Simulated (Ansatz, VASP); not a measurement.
## One calculation of Co, two programs

```
Co
1.0
     2.47056    0.00000    0.00000
    -1.23528    2.13957    0.00000
     0.00000    0.00000    8.08823
Co
4
Direct
  0.66667 0.33333 0.75000
  0.00000 0.00000 0.50000
  0.33333 0.66667 0.25000
  0.00000 0.00000 0.00000
```

Alike in both runs: task single point; functional PBE; k mesh 12 × 12 × 4; occupations fermi-dirac, width 0.05 eV; collinear spin.

|  | VASP | Ansatz |
| --- | --- | --- |
| version | VASP 6.6.1 | Ansatz 0.2.0 |
| potentials or method | VASP PAW PBE potentials, release 64 (Co) | Ansatz PAW |
| plane-wave cutoff (eV) | 520 | 420 |
| valence electrons in the cell | 36 | 68 |

Ansatz gave:

- gap on the k mesh at the Fermi level (eV): none
- pressure (GPa): 4.7
- largest component of the traceless stress (GPa): 2.61
- net moment per atom (μB): 1.65
- size of the moment on the site where the two differ most (μB): 1.73

Question: Estimate VASP's values.

Answer: gap on the k mesh at the Fermi level (eV): none; pressure (GPa): 3.7; largest component of the traceless stress (GPa): 2.54; net moment per atom (μB): 1.64; size of the moment on the site where the two differ most (μB): 1.67.

Site moments also hang on the region over which each program counts them. A gap of «none» marks a metal or a gap that the smearing closes. The two sets of potentials don't hold the same shells in valence.
